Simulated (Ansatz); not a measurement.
Crystal: Br.

```
CELL_PARAMETERS angstrom
3.36325 -2.32255 0.00000
3.36325 2.32255 0.00000
0.00000 0.00000 8.70230
ATOMIC_POSITIONS crystal
Br 0.36510 0.63490 0.39010
Br 0.13490 0.86510 0.89010
Br 0.63490 0.36510 0.60990
Br 0.86510 0.13490 0.10990
```

Base run:

```yaml
Program: Ansatz 0.2.0
Functional: HSE06 form with a typed share of exact exchange
Potentials_or_basis: Ansatz PAW
Cutoff: "420 eV (not typed: the program's choice for these potentials)"
k_mesh: 4 × 4 × 2
Occupations: fermi-dirac, width 0.05 eV
Spin: no spin polarisation
```

Its results: band gap on the k mesh 3.63 eV, indirect (least direct gap 3.77 eV); pressure 0.5 GPa; largest force 0.068 eV/Å.

Problem. After a change of settings the same cell gave: band gap on the k mesh 2.35 eV, indirect (least direct gap 2.43 eV); pressure 1.4 GPa; largest force 0.573 eV/Å. Which change was it?
A. functional from HSE06 form with a typed share of exact exchange to HSE06; share of exact exchange from 0.35 to 0.25
B. share of exact exchange from 0.35 to 0.5
C. share of exact exchange from 0.35 to 0.1
D. share of exact exchange from 0.35 to 0

Solution. C.

Caveats: the PAW data sets come from PBE, with cores solved anew for the run's functional, which leaves a small shift of forces and pressure; the thresholds are loose for stress.
